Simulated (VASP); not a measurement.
A run of VASP 6.6.1:

File INCAR:

```
PREC = Accurate
ENCUT = 520
EDIFF = 1E-6
ISMEAR = -1
SIGMA = 0.05
LREAL = False
LASPH = True
NELM = 100
ALGO = Fast
ISIF = 2
LWAVE = False
LCHARG = True
GGA = RP
LELF = True
LVHAR = True
NBANDS = 30
```

The input KPOINTS:

```
regular mesh
0
Gamma
  7 7 7
```

File POSCAR:

```
B
1.0
    2.4637105808      1.4224239670      4.2073601996
   -2.4637105808      1.4224239670      4.2073601996
    0.0000000000     -2.8448479340      4.2073601996
B
12
Direct
    0.0101827327      0.6539939251      0.0101827327
    0.0101827327      0.0101827327      0.6539939251
    0.6539939251      0.0101827327      0.0101827327
    0.9898172673      0.3460060749      0.9898172673
    0.3460060749      0.9898172673      0.9898172673
    0.9898172673      0.9898172673      0.3460060749
    0.2208552407      0.6308556734      0.2208552407
    0.2208552407      0.2208552407      0.6308556734
    0.6308556734      0.2208552407      0.2208552407
    0.7791447593      0.3691443266      0.7791447593
    0.3691443266      0.7791447593      0.7791447593
    0.7791447593      0.7791447593      0.3691443266
```

Potentials or basis: VASP PAW PBE potentials, release 64 (B).

Run with:

```bash
$ cat potpaw_PBE.64/B/POTCAR > POTCAR
$ mpirun -np 1 vasp_std > vasp.out
```

Hardware: 1 thread of Intel(R) Xeon(R) Platinum 8559C (Emerald Rapids), with other jobs on the host.

Q: How long does it take, and how much memory?

A: It took 110 s on 1 thread of Intel(R) Xeon(R) Platinum 8559C (Emerald Rapids), on a shared host, peak memory 0.26 GiB. Counts: scf iterations 15, k points 44.
